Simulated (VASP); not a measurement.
# Sc: intraband terms of a metal's spectrum

Sc, P-1 (no. 2), 1 atom in the cell. PBE, independent-particle dielectric function; PAW potentials Sc_sv (PBE set).

## Input

INCAR.step1:
```
SYSTEM = Sc
PREC     = Accurate       ! precision mode
ENCUT    = 260            ! plane-wave cutoff, eV
ISMEAR   = 1              ! smearing method
SIGMA    = 0.1            ! smearing width, eV
EDIFF    = 1E-7           ! SCF threshold, eV
LASPH    = .True.         ! aspherical terms in the spheres
KPAR     = 4            
LWAVE    = .False.        ! write WAVECAR
LCHARG   = .True.         ! write CHGCAR
LMAXMIX  = 4              ! l up to which the mixer works
```

INCAR.step2:
```
SYSTEM = Sc
PREC     = Accurate       ! precision mode
ENCUT    = 260            ! plane-wave cutoff, eV
ISMEAR   = 0              ! smearing method
SIGMA    = 0.3            ! smearing width, eV
EDIFF    = 1E-6           ! SCF threshold, eV
LASPH    = .True.         ! aspherical terms in the spheres
KPAR     = 4            
LWAVE    = .True.         ! write WAVECAR
LCHARG   = .False.        ! write CHGCAR
LMAXMIX  = 4              ! l up to which the mixer works
ICHARG   = 11             ! starting density
NBANDS   = 20             ! bands
NEDOS    = 3000           ! points of the DOS
OMEGAMAX = 30           
CSHIFT   = 0.1           
```

INCAR.step3, as INCAR.step2 but for:
```
- LWAVE = .True.
+ LWAVE = .False.
+ LOPTICS = .True.
+ ALGO = None
+ NELM = 1
+ ISTART = 1
```

INCAR.step4, as INCAR.step3 but for:
```
+ WPLASMAI = 0.03
```

INCAR.step5 to INCAR.step6 change the same tag again: WPLASMAI = 0.1, 0.3.

INCAR.step7, as INCAR.step6 but for:
```
- WPLASMAI = 0.3
+ RTIME = 1
```

INCAR.step8, as INCAR.step7 but for:
```
- RTIME = 1
+ RTIME = 40
```

INCAR.step9, as INCAR.step8 but for:
```
- RTIME = 40
+ LNABLA = .True.
```

INCAR.step10, as INCAR.step9 but for:
```
- ISMEAR = 0
- LNABLA = .True.
+ ISMEAR = -5
```

KPOINTS.step1:
```
k-points
0
Gamma
  10 10 10
```

KPOINTS.step2:
```
k-points
0
Gamma
  8 8 8
```

POSCAR:
```
Sc
1.0
    3.2019616822      0.0000000000      0.0000000000
    1.5021078373      2.8441406042      0.0000000000
    1.5489936237      0.9264468030      2.6741812389
Sc
1
Direct
    0.0000000000      0.0000000000      0.0000000000
```

Commands (each step's output is kept before the next begins):
```
cat potpaw_PBE.64/Sc_sv/POTCAR > POTCAR
cp INCAR.step1 INCAR
cp KPOINTS.step1 KPOINTS
mpirun -np 4 vasp_std > vasp.out
cp INCAR.step2 INCAR
cp KPOINTS.step2 KPOINTS
mpirun -np 4 vasp_std > vasp.out
cp INCAR.step3 INCAR
mpirun -np 4 vasp_std > vasp.out
cp INCAR.step4 INCAR
mpirun -np 4 vasp_std > vasp.out
cp INCAR.step5 INCAR
mpirun -np 4 vasp_std > vasp.out
cp INCAR.step6 INCAR
mpirun -np 4 vasp_std > vasp.out
cp INCAR.step7 INCAR
mpirun -np 4 vasp_std > vasp.out
cp INCAR.step8 INCAR
mpirun -np 4 vasp_std > vasp.out
cp INCAR.step9 INCAR
mpirun -np 4 vasp_std > vasp.out
cp INCAR.step10 INCAR
mpirun -np 4 vasp_std > vasp.out
```

## Result

- Bands: 20

One ground state, settings moved in the last step alone:

| Settings | Plasma frequency (eV) | Im ε at 0.5 eV | Im ε at 1 eV | Im ε at 2 eV | Im ε at 4 eV | Time (s) |
|---|---|---|---|---|---|---|
| interband part alone | 3.84 | 36.7 | 29.2 | 14.7 | 5.9 | 6 |
| Drude term, WPLASMAI 0.03 | 3.84 | 40.2 | 29.7 | 14.7 | 6.0 | 6 |
| Drude term, WPLASMAI 0.1 | 3.84 | 48.0 | 30.7 | 14.9 | 6.0 | 6 |
| Drude term, WPLASMAI 0.3 | 3.84 | 62.7 | 33.3 | 15.2 | 6.0 | 7 |
| relaxation time RTIME 1 fs | 3.84 | 65.1 | 36.0 | 15.8 | 6.1 | 6 |
| relaxation time RTIME 40 fs | 3.84 | 38.6 | 29.5 | 14.7 | 6.0 | 6 |
| transversal form (LNABLA) | 3.58 | 32.6 | 26.5 | 13.7 | 5.6 | 6 |
| tetrahedron method | – | – | – | – | – | no result |

VASP 6.6.1 took 70 s on 4 cores (Intel Xeon Platinum 8259CL @ 2.50GHz (Skylake/Cascade Lake)), a shared host.
